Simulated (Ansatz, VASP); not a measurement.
# AlN in two plane-wave programs

Wanted: the spread between two codes on one cell, functional and k mesh. The cell is a member of a volume series, scaled by 1.015 from a relaxed one, so a pressure remains. Other levels of theory on this material are compared in a session of their own.

Method: plane waves, with VASP 6.6.1 beside it; single point at r2SCAN, in Ansatz 0.2.0.

## Step 1: The starting structure

The structure is cubic, space group F-43m (No. 216). Conventional cell: a = 4.389 Å, b = 4.389 Å, c = 4.389 Å, α = 90.00°, β = 90.00°, γ = 90.00°. Nearest to Al lie 4 N at 1.90 Å. Nearest to N lie 4 Al at 1.90 Å. Farther neighbours and most contacts between anions are not listed.

Coordinates:

```xyz
2
Lattice="0.0000 2.1947 2.1947 2.1947 0.0000 2.1947 2.1947 2.1947 0.0000" Properties=species:S:1:pos:R:3 pbc="T T T"
Al    0.0000    0.0000    0.0000
N     1.0973    1.0973    1.0973
```

## Step 2: VASP: single point, r2SCAN, volume scaled by 1.015

A single point gives forces, pressure and levels at one fixed geometry, so differences don't come from the geometry; what else differs is listed under the comparison.

Lines of VASP's logs that name or quote its potential files are left out, and so is its time.

The input asks for a relaxation, which ended at its first step since no free force or stress exceeded the threshold; so it serves as a single point.

Contents of INCAR:

```
SYSTEM = AlN
PREC = Accurate
ENCUT = 560
EDIFF = 1E-06
NELM = 100
ISMEAR = 0
SIGMA = 0.03
LREAL = .FALSE.
ALGO = Normal
METAGGA = R2SCAN
LASPH = .TRUE.
NBANDS = 10
LORBIT = 11
LWAVE = .FALSE.
LCHARG = .FALSE.
KPAR = 4
IBRION = 2
NSW = 30
ISIF = 4
EDIFFG = -0.01
```

Contents of POSCAR:

```
AlN
1.0
    0.0000000000      2.1946657502      2.1946657502
    2.1946657502      0.0000000000      2.1946657502
    2.1946657502      2.1946657502      0.0000000000
Al N
1 1
Direct
    0.0000000000      0.0000000000      0.0000000000
    0.2500000000      0.2500000000      0.2500000000
```

Contents of KPOINTS:

```
Automatic mesh
0
Gamma
8 8 8
0 0 0
```

PAW data sets: Al and N (PBE family, release 64).

Command:

```
$ mpirun -np 4 vasp_std
```

Numbers of over 12 decimals in the logs are rounded to 6 here.

Log:

```text
[banner, memory and clock lines left out]
running    4 mpi-ranks, on    1 nodes
 distrk:  each k-point on    1 cores,    4 groups
 distr:  one band on    1 cores,    1 groups

 POSCAR found type information on POSCAR AlN
 POSCAR found :  2 types and       2 ions
|                                                                             |
|               ----> ADVICE to this user running VASP <----                  |
|                                                                             |
|     You enforced a specific xc type in the INCAR file but a different       |
|     [... a line on the potential file left out ...]
|     I HOPE YOU KNOW WHAT YOU ARE DOING!                                     |
|                                                                             |

 LDA part: xc-table for (None), standard interpolation
 POSCAR, INCAR and KPOINTS ok, starting setup
 FFT: planning ... GRIDC
 FFT: planning ... GRID_SOFT
 FFT: planning ... GRID
 WAVECAR not read
 entering main loop
       N       E                     dE             d eps       ncg     rms          rms(c)
DAV:   1     0.764592903520E+01    0.76459E+01   -0.42500E+03   604   0.734E+02
DAV:   2    -0.223985827713E+02   -0.30045E+02   -0.28982E+02   672   0.159E+02
DAV:   3    -0.234930580698E+02   -0.10945E+01   -0.10928E+01   702   0.302E+01
DAV:   4    -0.234990342244E+02   -0.59762E-02   -0.59759E-02   656   0.232E+00
DAV:   5    -0.234991137428E+02   -0.79518E-04   -0.79518E-04   650   0.260E-01    0.880E+00
DAV:   6    -0.190421491170E+02    0.44570E+01   -0.91687E+00   658   0.165E+01    0.356E+00
DAV:   7    -0.191560532945E+02   -0.11390E+00   -0.39857E-01   618   0.474E+00    0.235E+00
DAV:   8    -0.191779728927E+02   -0.21920E-01   -0.41533E-02   588   0.210E+00    0.616E-01
DAV:   9    -0.191766881294E+02    0.12848E-02   -0.53483E-03   664   0.515E-01    0.149E-01
DAV:  10    -0.191768618361E+02   -0.17371E-03   -0.43716E-04   616   0.161E-01    0.332E-02
DAV:  11    -0.191768564746E+02    0.53615E-05   -0.28993E-05   662   0.365E-02    0.204E-02
DAV:  12    -0.191768532857E+02    0.31889E-05   -0.10545E-05   620   0.230E-02    0.331E-03
DAV:  13    -0.191768535843E+02   -0.29858E-06   -0.37947E-07   310   0.511E-03
   1 F= -.19176854E+02 E0= -.19176854E+02  d E =-.191769E+02
 curvature:   0.00 expect dE= 0.000E+00 dE for cont linesearch  0.000E+00
 trial: gam= 0.00000 g(F)=  0.207E-47 g(S)=  0.357E-33 ort = 0.000E+00 (trialstep = 0.100E+01)
 search vector abs. value=  0.100E-09
 reached required accuracy - stopping structural energy minimisation
```

Parts of OUTCAR (step 2):

```text
ion  position               nearest neighbor table
   1  0.000  0.000  0.000-   2 1.90   2 1.90   2 1.90   2 1.90
   2  0.250  0.250  0.250-   1 1.90   1 1.90   1 1.90   1 1.90

  LATTYP: Found a face centered cubic cell.
 ALAT       =     4.3893315004

 Subroutine GETGRP returns: Found 24 space group operations
 (whereof 24 operations were pure point group operations)

The static configuration has the point symmetry T_d .

 Found     29 irreducible k-points:

   k-points           NKPTS =     29   k-points in BZ     NKDIM =     29   number of bands    NBANDS=     10

   dimension x,y,z NGX =    24 NGY =   24 NGZ =   24
   dimension x,y,z NGXF=    48 NGYF=   48 NGZF=   48

   ENCUT  =  560.0 eV  41.16 Ry    6.42 a.u.   5.99  5.99  5.99*2*pi/ulx,y,z

   NELECT =       8.0000    total number of electrons

 k-points in reciprocal lattice and weights: Automatic mesh
   0.00000000  0.00000000  0.00000000       0.002
   0.12500000  0.00000000  0.00000000       0.016
   0.25000000  0.00000000  0.00000000       0.016
   0.37500000  0.00000000  0.00000000       0.016
   0.50000000  0.00000000  0.00000000       0.008
   0.12500000  0.12500000  0.00000000       0.012
   0.25000000  0.12500000  0.00000000       0.047
   0.37500000  0.12500000  0.00000000       0.047
   0.50000000  0.12500000  0.00000000       0.047
[...]
-0.37500000  0.50000000  0.12500000       0.023
  -0.25000000  0.50000000  0.25000000       0.012

 average (electrostatic) potential at core
       1 -74.7264       2 -62.9311

 E-fermi :   5.7259

 k-point     1 :       0.0000    0.0000    0.0000
  band No.  band energies     occupation
      1     -10.0998      2.00000
      2       5.5575      2.00000
      3       5.5575      2.00000
      4       5.5575      2.00000
      5      10.3137      0.00000
      6      18.9289      0.00000
      7      18.9289      0.00000
      8      18.9289      0.00000
      9      23.9706      0.00000
    ...

 k-point     2 :       0.1250    0.0000    0.0000
  band No.  band energies     occupation
      1      -9.8763      2.00000
      2       4.3899      2.00000
      3       5.4786      2.00000
      4       5.4786      2.00000
      5      11.2636      0.00000
      6      18.3699      0.00000
      7      19.1060      0.00000
      8      19.1060      0.00000
      9      22.4726      0.00000
    ...

 k-point     3 :       0.2500    0.0000    0.0000
  band No.  band energies     occupation
      1      -9.2678      2.00000
      2       2.2973      2.00000
      3       5.3003      2.00000
      4       5.3003      2.00000
      5      12.6446      0.00000
      6      17.3694      0.00000
      7      18.6479      0.00000
      8      18.6479      0.00000
      9      22.6702      0.00000
    ...

  Total       -0.4031450     -0.4031450     -0.4031450      0.0000000      0.0000000     -0.0000000
  in kB      -30.5517962    -30.5517962    -30.5517962      0.0000000      0.0000000     -0.0000000
  external PRESSURE =     -30.5517962 kB  Pullay stress =       0.0000000 kB

  energy-cutoff  :      560.00
  volume of cell :       21.14
      direct lattice vectors                 reciprocal lattice vectors
     0.000000000  2.194665750  2.194665750    -0.227825126  0.227825126  0.227825126
     2.194665750  0.000000000  2.194665750     0.227825126 -0.227825126  0.227825126
     2.194665750  2.194665750  0.000000000     0.227825126  0.227825126 -0.227825126

 POSITION                                       TOTAL-FORCE (eV/Angst)
 -----------------------------------------------------------------------------------
      0.00000      0.00000      0.00000        -0.000000      0.000000     -0.000000
      1.09733      1.09733      1.09733         0.000000     -0.000000      0.000000
 -----------------------------------------------------------------------------------
    total drift:                                0.000000      0.000000      0.000000

  FREE ENERGIE OF THE ION-ELECTRON SYSTEM (eV)
  ---------------------------------------------------
  free  energy   TOTEN  =       -19.1768535843 eV

  energy  without entropy=      -19.1768535843  energy(sigma->0) =      -19.17685358

 reached required accuracy - stopping structural energy minimisation

 total charge
# of ion       s       p       d       tot
------------------------------------------
    1        0.366   0.446   0.000   0.813
    2        1.228   2.658   0.000   3.886
--------------------------------------------------
tot          1.594   3.104   0.000   4.698

[... 3 further parts left out ...]
```

CONTCAR:

```
AlN
   1.00000000000000
     0.0000000000000000    2.1946657502000000    2.1946657502000000
     2.1946657502000000    0.0000000000000000    2.1946657502000000
     2.1946657502000000    2.1946657502000000    0.0000000000000000
  Al              N
     1     1
Direct
     0.0000000000000000    0.0000000000000000    0.0000000000000000
     0.2500000000000000    0.2500000000000000    0.2500000000000000
```

## Step 3: Ansatz: single point, r2SCAN, volume scaled by 1.015

Ansatz runs on its default PAW (the set named soft_2) files.

The same cell, functional, mesh and smearing now go to Ansatz, which takes its cutoff from its data sets.

Contents of input.yaml:

```yaml
crystal:
  lattice:
    - [0.0, 2.19466575, 2.19466575]
    - [2.19466575, 0.0, 2.19466575]
    - [2.19466575, 2.19466575, 0.0]
  atoms:
    - { symbol: Al, position: [0.0, 0.0, 0.0] }
    - { symbol: "N", position: [0.25, 0.25, 0.25] }
hamiltonian:
  xc: r2scan
  pseudopotentials: { kind: paw }
kpoints:
  mp_grid: { grid: [8, 8, 8] }
scf:
  occupations: { method: gaussian, width: 0.03 }
  n_extra_bands: 4
output:
  forces: true
  stress: true
  eigenvalues: true
```

Command:

```
$ ansatz run input.yaml --threads 2 --pin off --max-ram 4608MiB --backend cpu --events-out ev --progress --plain --runs-dir out
```

Log:

```text
scf.n_extra_bands = 4 over 4 filled bands (N_el = 8.0): the run solves 8 bands
Engine: ansatz 0.2.0, aarch64-unknown-linux-gnu
Pseudopotentials: kind: paw
Pseudopotential: Al, paw, valence charge 3, recommended cutoff 500 eV (meta_gga), Al.paw.azcp
Pseudopotential: N, paw, valence charge 5, recommended cutoff 500 eV (meta_gga), N.paw.azcp
Functional definition: r2SCAN
  parameter k0 = 0.174
  parameter k1 = 0.065
  parameter a1 = 4.9479
  exchange = r2scan_x(k0 = k0, k1 = k1, a1 = a1)
  correlation = r2scan_c
Crystal: 2 atoms, lattice volume = 21.141 Å³
Basis set: ecut = 500 eV, 537 PW (Γ), exchange–correlation on 96×96×96 points (64 copies of the dense FFT grid, shifted against one another)
Bands: 8, of which v1, the nominal top of the filled ones, is band 4 counted from 1 (3 counted from 0)
Symmetry: 24 space group operations
Space group: F-43m (ITA 216), of the structure as read, at distance tolerance 2.8e-5 Å
k-points: 29 of 512 (time reversal used)
Non-local potential: Al, projectors of the file, l = 0: 2, l = 1: 2, l = 2: 1
Non-local potential: N, projectors of the file, l = 0: 2, l = 1: 2, l = 2: 1
PAW form: soft (Blöchl's): semilocal exchange-correlation on the pseudo side does not see the compensation charge
PAW frozen core: Al, regenerated for the run's functional (the file was generated under x = pbe(κ = 0.804, μ = 0.219515), c = pbe(β = 0.066725))
PAW frozen core: N, regenerated for the run's functional (the file was generated under x = pbe(κ = 0.804, μ = 0.219515), c = pbe(β = 0.066725))
PAW one-centre angular grid: Al, 302 points (default); XC on 160 Gauss nodes
PAW one-centre angular grid: N, 302 points (default); XC on 160 Gauss nodes
Initial density: superposition of atomic densities (neutral atoms: chi_scale 0, normalization atom), corrected by the library's trained network
Initial wavefunctions: pseudopotential atomic-orbital guess
Functional: x = r2scan, c = r2scan; τ floored in thin density (d = 2e-4 eV/Å³)
SCF iter   1: F=—  HF=-928.365823 eV  |F-HF|=—  |Δ(HF+E_count)|=         —  Δρ=6.93e-3  dr2=1.10e-2  dr2_τ=1.50e-1  ethr=1.77e-3  ⟨swp⟩=4.9  Hψ=1727  notcnv=0
preconditioner: auto → none  [insulator: Δε(μ)=3.963 eV  Ē_g=16.426 eV  σ=0.030 eV  W_gap=1.00  n_scr=0 (ndim 8)  ℏωp=22.8 eV  f_vac=0.000  D(μ)=0.00/eV (n_scr^D=0)  ε∞_Penn≈2.9]
SCF iter   2: F=—  HF=-928.434912 eV  |F-HF|=—  |Δ(HF+E_count)|=   6.91e-2  Δρ=4.59e-3  dr2=1.94e-3  dr2_τ=2.10e-4  ethr=1.38e-4  ⟨swp⟩=2.9  Hψ=725  notcnv=0
SCF iter   3: F=—  HF=-928.434706 eV  |F-HF|=—  |Δ(HF+E_count)|=   2.06e-4  Δρ=1.08e-3  dr2=1.67e-4  dr2_τ=3.80e-5  ethr=2.43e-5  ⟨swp⟩=2.0  Hψ=348  notcnv=0
SCF iter   4: F=—  HF=-928.434679 eV  |F-HF|=—  |Δ(HF+E_count)|=   2.65e-5  Δρ=2.26e-4  dr2=1.19e-5  dr2_τ=6.41e-7  ethr=2.09e-6  ⟨swp⟩=2.2  Hψ=352  notcnv=0
SCF iter   5: F=—  HF=-928.434677 eV  |F-HF|=—  |Δ(HF+E_count)|=   1.92e-6  Δρ=4.40e-5  dr2=4.68e-7  dr2_τ=4.17e-8  ethr=1.49e-7  ⟨swp⟩=2.6  Hψ=339  notcnv=0
SCF iter   6: F=-928.434677 eV  HF=-928.434677 eV  |F-HF|=2.33e-8  |Δ(HF+E_count)|=   3.67e-8  Δρ=1.52e-5  dr2=5.78e-8  dr2_τ=1.02e-9  ethr=1.25e-9  ⟨swp⟩=5.1  Hψ=1193  notcnv=0
SCF 1 converged in 6 iterations: F = -928.434677 eV  dr2 = 5.78e-8
  greatest PAW one-centre occupation: 0.793 electrons in one spin orbital (limit 2), on the N atom at site 1 (counted from 0), in its partial waves of l = 0
SCF converged after 6 iterations
Free energy (F): -928.434677 eV
Harris-Foulkes:  -928.434677 eV  (|F-HF|=2.33e-8)
Internal energy: -928.434677 eV  (E = F + TS)
E sigma→0 (E₀):  -928.434677 eV
Fermi energy:    8.518095 eV
--- Per-component energies (eV) ---
  E_band       = 10.499099
  E_kinetic    = 159.855689
  E_local      = -224.772480  (includes V_loc(G=0)·N_el)
  E_nonlocal   = 54.178064
  E_hartree    = 78.569564
  E_xc         = -98.643677
  E_vxc        = -118.871512  (∫ρ·V_xc dr)
  E_paw        = -602.370947  (= ΣΔE_a)
  E_vpaw       = -23.415233  (= ΣTr[D̂ρ^β])
  E_aug_tail   = 0.000019  (compensation charges beyond the density's cutoff)
  E_vtau       = 6.389162  (kinetic-family band-sum trace: ∫τ·v_τ [+ j·A + Jᵃ·Aᵃ] dr)
  E_ewald      = -295.161235
  E_core_change = -0.089673  (= ΣΔE_core)
  E_smearing   = -0.000000  (= −TS)
  E_closure    = -0.000000  (closes the sum)
  Σ components = -928.434677   (vs F -928.434677, Δ=0.00e0)
--- Forces (eV/Å), atoms counted from 1 ---
  atom   1  Al     0.00000000    -0.00000000    -0.00000000
  atom   2  N     -0.00000000     0.00000000     0.00000000
  max |Σ_I F_I| component: 2.04e-16 eV/Å
--- Stress (GPa, compression-positive) ---
       -2.745204      -0.000000      -0.000000
        0.000000      -2.745204       0.000000
        0.000000       0.000000      -2.745204
  P = ⅓ Tr σ = -2.7452 GPa (-27.452 kbar)
--- Band table (eV; the first three rows and the last of 29) ---
  k-point 0: bands = ["-9.1068", "6.5532", "6.5532", "6.5532", "11.2711", "19.9371", "19.9371", "19.9371"]
  k-point 1: bands = ["-8.8839", "5.3826", "6.4739", "6.4739", "12.2259", "19.3744", "20.1126", "20.1126"]
  k-point 2: bands = ["-8.2773", "3.2895", "6.2946", "6.2946", "13.6138", "18.3663", "19.6505", "19.6505"]
  k-point 28: bands = ["-6.4814", "2.7869", "3.1075", "3.9031", "13.2308", "18.8137", "19.2798", "19.6208"]
```

The job ended after 1.8 s (2 threads of Arm Neoverse N1, shared host; peak memory 0.31 GiB; 3 s of CPU time).

The run ends at a pressure of -2.75 GPa.

## Step 4: Side by side

Known differences besides the potentials themselves: VASP keeps PBE cores, Ansatz makes them for the functional; the cutoff is 500 eV in Ansatz and 560 eV in VASP. Total energies have different zeros and are not compared.

Compared:

```
              quantity  Ansatz   VASP  difference
        pressure (GPa)   -2.75  -3.06       +0.31
gap on the k mesh (eV)   3.930  3.923      +0.007
```

A gap on the mesh is an upper bound, since the band edges may lie between its points.

## Step 5: Results

```yaml
difference_in_gap_on_the_k_mesh_single_point_r2scan_volume_scaled_by_1p015: 0.0066 eV
```

**Reading.** The difference in gap on the k mesh is 0.0066 eV (single point, r2SCAN, volume scaled by 1.015), within the 0.08 eV picked in this series as the mark of a large difference. 6 further runs of this series are not shown here. How closely two codes agree says nothing of how well the functional describes the real material.

[Lines on the potential files, build, host, timing and source positions are cut from VASP's logs without a mark.]

[Logs are printed without paths, hosts, clocks, repeated set-up lines and the standing remarks that a program may print on its own settings, such as how far it seeks lower states.]

[Hosts, paths, dates, database ids (printed as entryN), source tags and the programs' standing remarks are cut or masked in the printed files.]
